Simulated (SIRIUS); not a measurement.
Here is a SIRIUS 7.12.0 calculation.

Contents of sirius.json:

```json
{
  "control": {
    "processing_unit": "cpu",
    "std_evp_solver_name": "lapack",
    "gen_evp_solver_name": "lapack",
    "verbosity": 2,
    "print_forces": true,
    "ortho_rf": true,
    "use_second_variation": true,
    "rmt_max": 3.0,
    "num_bands_to_print": 24,
    "save_wf": true
  },
  "parameters": {
    "electronic_structure_method": "full_potential_lapwlo",
    "xc_functionals": ["XC_GGA_X_AM05", "XC_GGA_C_AM05"],
    "core_relativity": "dirac",
    "valence_relativity": "iora",
    "num_fv_states": 47,
    "smearing": "fermi_dirac",
    "smearing_width": 0.0018374661,
    "pw_cutoff": 21,
    "gk_cutoff": 3.96,
    "lmax_apw": 10,
    "lmax_rho": 8,
    "lmax_pot": 8,
    "num_mag_dims": 1,
    "auto_rmt": 0,
    "ngridk": [4, 4, 3],
    "shiftk": [0, 0, 0],
    "num_dft_iter": 80,
    "energy_tol": 1e-07,
    "density_tol": 1e-05,
    "use_symmetry": true
  },
  "settings": {"tol_ne": 1e-10},
  "iterative_solver": {"type": "exact"},
  "mixer": {"type": "anderson", "beta": 0.4, "max_history": 8},
  "unit_cell": {
    "lattice_vectors": [[5.561030595, 0.0, 0.0], [0.0, 6.1989168702, 0.0], [0.0, 0.0, 8.8390933389]],
    "atom_types": ["Ni", "Si"],
    "atom_files": {"Ni": "Ni.json", "Si": "Si.json"},
    "atoms": {
      "Ni": [[0.5, 0.5, 0.34249559, 0.0, 0.0, 1.0], [0.0, 0.0, 0.65750441, 0.0, 0.0, 1.0]],
      "Si": [[0.5, 0.5, 0.84314316, 0.0, 0.0, 0.0], [0.0, 0.0, 0.15685684, 0.0, 0.0, 0.0]]
    }
  }
}
```

The input Ni.json:

```json
{
  "name": "nickel",
  "symbol": "Ni",
  "number": 28,
  "mass": 58.6934,
  "rmin": 1e-06,
  "rmt": 2.22,
  "nrmt": 800,
  "rinf": 14.89,
  "core": "1s2s2p",
  "valence": [
    {"basis": [{"enu": 0.14, "dme": 0, "n": 0, "auto": 0}, {"enu": 0.14, "dme": 1, "n": 0, "auto": 0}]},
    {"l": 0, "n": 1, "basis": [{"enu": 0.24, "dme": 0, "n": 0, "auto": 0}]},
    {"l": 1, "n": 2, "basis": [{"enu": 0.24, "dme": 0, "n": 0, "auto": 0}]},
    {"l": 2, "n": 3, "basis": [{"enu": 0.2291, "dme": 0, "n": 0, "auto": 0}]},
    {"l": 3, "n": 4, "basis": [{"enu": 0.24, "dme": 0, "n": 0, "auto": 0}]}
  ],
  "lo": [
    {"l": 0, "basis": [{"enu": 0.24, "dme": 0, "n": 0, "auto": 0}, {"enu": 0.24, "dme": 1, "n": 0, "auto": 0}]},
    {
      "l": 0,
      "basis": [{"enu": -3.5966, "dme": 0, "n": 3, "auto": 1}, {"enu": -3.5966, "dme": 1, "n": 3, "auto": 1}]
    },
    {
      "l": 0,
      "basis": [{"enu": -3.5966, "dme": 1, "n": 3, "auto": 1}, {"enu": 0.24, "dme": 0, "n": 0, "auto": 0}]
    },
    {"l": 0, "basis": [{"enu": 0.24, "dme": 0, "n": 0, "auto": 0}, {"enu": 3.4865, "dme": 0, "n": 0, "auto": 0}]},
    {"l": 1, "basis": [{"enu": 0.24, "dme": 0, "n": 0, "auto": 0}, {"enu": 0.24, "dme": 1, "n": 0, "auto": 0}]},
    {
      "l": 1,
      "basis": [{"enu": -2.1609, "dme": 0, "n": 3, "auto": 1}, {"enu": -2.1609, "dme": 1, "n": 3, "auto": 1}]
    },
    {
      "l": 1,
      "basis": [{"enu": -2.1609, "dme": 1, "n": 3, "auto": 1}, {"enu": 0.24, "dme": 0, "n": 0, "auto": 0}]
    },
    {"l": 1, "basis": [{"enu": 0.24, "dme": 0, "n": 0, "auto": 0}, {"enu": 3.9735, "dme": 0, "n": 0, "auto": 0}]},
    {
      "l": 2,
      "basis": [{"enu": 0.2291, "dme": 0, "n": 0, "auto": 0}, {"enu": 0.2291, "dme": 1, "n": 0, "auto": 0}]
    },
    {
      "l": 2,
      "basis": [{"enu": 0.2291, "dme": 1, "n": 0, "auto": 0}, {"enu": 0.2291, "dme": 2, "n": 0, "auto": 0}]
    },
    {
      "l": 2,
      "basis": [{"enu": 0.2291, "dme": 0, "n": 0, "auto": 0}, {"enu": 3.3944, "dme": 0, "n": 0, "auto": 0}]
    },
    {"l": 3, "basis": [{"enu": 0.24, "dme": 0, "n": 0, "auto": 0}, {"enu": 0.24, "dme": 1, "n": 0, "auto": 0}]},
    {"l": 3, "basis": [{"enu": 0.24, "dme": 0, "n": 0, "auto": 0}, {"enu": 3.7706, "dme": 0, "n": 0, "auto": 0}]}
  ],
  "free_atom": [... radial grid and density of the free atom, the start of the SCF ...]
}
```

Contents of Si.json:

```json
{
  "name": "silicon",
  "symbol": "Si",
  "number": 14,
  "mass": 28.0855,
  "rmin": 1e-06,
  "rmt": 2.12,
  "nrmt": 800,
  "rinf": 17.42,
  "core": "1s",
  "valence": [
    {"basis": [{"enu": 0.14, "dme": 0, "n": 0, "auto": 0}, {"enu": 0.14, "dme": 1, "n": 0, "auto": 0}]},
    {"l": 0, "n": 1, "basis": [{"enu": 0.1668, "dme": 0, "n": 0, "auto": 0}]},
    {"l": 1, "n": 2, "basis": [{"enu": 0.24, "dme": 0, "n": 0, "auto": 0}]},
    {"l": 2, "n": 3, "basis": [{"enu": 0.24, "dme": 0, "n": 0, "auto": 0}]},
    {"l": 3, "n": 4, "basis": [{"enu": 0.24, "dme": 0, "n": 0, "auto": 0}]}
  ],
  "lo": [
    {
      "l": 0,
      "basis": [{"enu": 0.1668, "dme": 0, "n": 0, "auto": 0}, {"enu": 0.1668, "dme": 1, "n": 0, "auto": 0}]
    },
    {
      "l": 0,
      "basis": [{"enu": -4.7007, "dme": 0, "n": 2, "auto": 1}, {"enu": -4.7007, "dme": 1, "n": 2, "auto": 1}]
    },
    {
      "l": 0,
      "basis": [{"enu": -4.7007, "dme": 1, "n": 2, "auto": 1}, {"enu": 0.1668, "dme": 0, "n": 0, "auto": 0}]
    },
    {
      "l": 0,
      "basis": [{"enu": 0.1668, "dme": 0, "n": 0, "auto": 0}, {"enu": 3.7267, "dme": 0, "n": 0, "auto": 0}]
    },
    {"l": 1, "basis": [{"enu": 0.24, "dme": 0, "n": 0, "auto": 0}, {"enu": 0.24, "dme": 1, "n": 0, "auto": 0}]},
    {
      "l": 1,
      "basis": [{"enu": -3.1198, "dme": 0, "n": 2, "auto": 1}, {"enu": -3.1198, "dme": 1, "n": 2, "auto": 1}]
    },
    {
      "l": 1,
      "basis": [{"enu": -3.1198, "dme": 1, "n": 2, "auto": 1}, {"enu": 0.24, "dme": 0, "n": 0, "auto": 0}]
    },
    {"l": 1, "basis": [{"enu": 0.24, "dme": 0, "n": 0, "auto": 0}, {"enu": 4.334, "dme": 0, "n": 0, "auto": 0}]},
    {"l": 2, "basis": [{"enu": 0.24, "dme": 0, "n": 0, "auto": 0}, {"enu": 0.24, "dme": 1, "n": 0, "auto": 0}]},
    {"l": 2, "basis": [{"enu": 0.24, "dme": 1, "n": 0, "auto": 0}, {"enu": 0.24, "dme": 2, "n": 0, "auto": 0}]},
    {"l": 2, "basis": [{"enu": 0.24, "dme": 0, "n": 0, "auto": 0}, {"enu": 3.711, "dme": 0, "n": 0, "auto": 0}]},
    {"l": 3, "basis": [{"enu": 0.24, "dme": 0, "n": 0, "auto": 0}, {"enu": 0.24, "dme": 1, "n": 0, "auto": 0}]}
  ],
  "free_atom": [... radial grid and density of the free atom, the start of the SCF ...]
}
```

The input sirius_start.json:

```json
{
  "control": {
    "processing_unit": "cpu",
    "std_evp_solver_name": "lapack",
    "gen_evp_solver_name": "lapack",
    "verbosity": 1,
    "print_forces": false,
    "ortho_rf": true,
    "use_second_variation": true,
    "rmt_max": 3.0,
    "num_bands_to_print": 24,
    "save_wf": false
  },
  "parameters": {
    "electronic_structure_method": "full_potential_lapwlo",
    "xc_functionals": ["XC_LDA_X", "XC_LDA_C_PW"],
    "core_relativity": "dirac",
    "valence_relativity": "iora",
    "num_fv_states": 47,
    "smearing": "fermi_dirac",
    "smearing_width": 0.0055123983,
    "pw_cutoff": 21,
    "gk_cutoff": 3.17,
    "lmax_apw": 10,
    "lmax_rho": 8,
    "lmax_pot": 8,
    "num_mag_dims": 1,
    "auto_rmt": 0,
    "ngridk": [2, 2, 1],
    "shiftk": [0, 0, 0],
    "num_dft_iter": 30,
    "energy_tol": 0.01,
    "density_tol": 0.05,
    "use_symmetry": true
  },
  "settings": {"tol_ne": 1e-10},
  "iterative_solver": {"type": "exact"},
  "mixer": {"type": "anderson", "beta": 0.4, "max_history": 8},
  "unit_cell": {
    "lattice_vectors": [[5.561030595, 0.0, 0.0], [0.0, 6.1989168702, 0.0], [0.0, 0.0, 8.8390933389]],
    "atom_types": ["Ni", "Si"],
    "atom_files": {"Ni": "Ni.json", "Si": "Si.json"},
    "atoms": {
      "Ni": [[0.5, 0.5, 0.34249559, 0.0, 0.0, 1.0], [0.0, 0.0, 0.65750441, 0.0, 0.0, 1.0]],
      "Si": [[0.5, 0.5, 0.84314316, 0.0, 0.0, 0.0], [0.0, 0.0, 0.15685684, 0.0, 0.0, 0.0]]
    }
  }
}
```

Potentials or basis: all-electron FP-LAPW, apw+lo standard.

Launch:

```console
$ OMP_NUM_THREADS=2 sirius.scf --input=sirius_start.json --output=start.json
$ OMP_NUM_THREADS=2 sirius.scf --input=sirius.json --output=output.json --task=1
```

Problem. What does it give for the net moment?

Solution. 0.00 μB per cell.

Problem. Predict the largest force.

Solution. 0.090 eV/Å.

Problem. Predict the band gap on the k mesh.

Solution. None (metal or under the smearing width).

Forces on the atoms (eV/Å):
```
Ni   0.000  0.000  0.090
Ni   0.000  0.000 -0.090
Si   0.000  0.000 -0.012
Si   0.000  0.000  0.012
```

Caveat: the k mesh is coarse (spacing up to 0.53 Å⁻¹), so the values aren't converged.
